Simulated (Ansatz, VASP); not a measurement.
## HfN: VASP beside Ansatz

```xyz
2
Lattice="0.0000 2.5030 2.5030 2.5030 0.0000 2.5030 2.5030 2.5030 0.0000" Properties=species:S:1:pos:R:3 pbc="T T T"
Hf    0.0000    0.0000    0.0000
N     1.2515    1.2515    1.2515
```

Change from the starting cell: volume scaled by 1.06.

Alike in both runs: task single point; functional PBEsol; k mesh 9 × 9 × 9; occupations fermi-dirac, width 0.05 eV; no spin polarisation.

```csv
,VASP,Ansatz
version,VASP 6.6.1,Ansatz 0.2.0
potentials or method,"VASP PAW PBE potentials, release 64 (Hf_pv, N)",Ansatz PAW
plane-wave cutoff (eV),520,420
valence electrons in the cell,15,31
```

```csv
,VASP,Ansatz,Ansatz less VASP
gap on the k mesh at the Fermi level (eV),none,none,-
pressure (GPa),-15.3,-14.4,+0.96
```

A gap of «none» marks a metal or a gap that the smearing closes. With one functional, cell and mesh, what is left measures potentials, basis and numerics. The two sets of potentials don't hold the same shells in valence.

Caveats: the PAW data sets were made with another functional, which shifts forces and pressure a little (VASP); the pressure holds a Pulay correction of +0.4 GPa for the finite cutoff (Ansatz); the PAW data sets come from PBE, with cores solved anew for the run's functional, which leaves a small shift of forces and pressure (Ansatz). Spin-orbit coupling is left out, which matters for the levels of Hf.
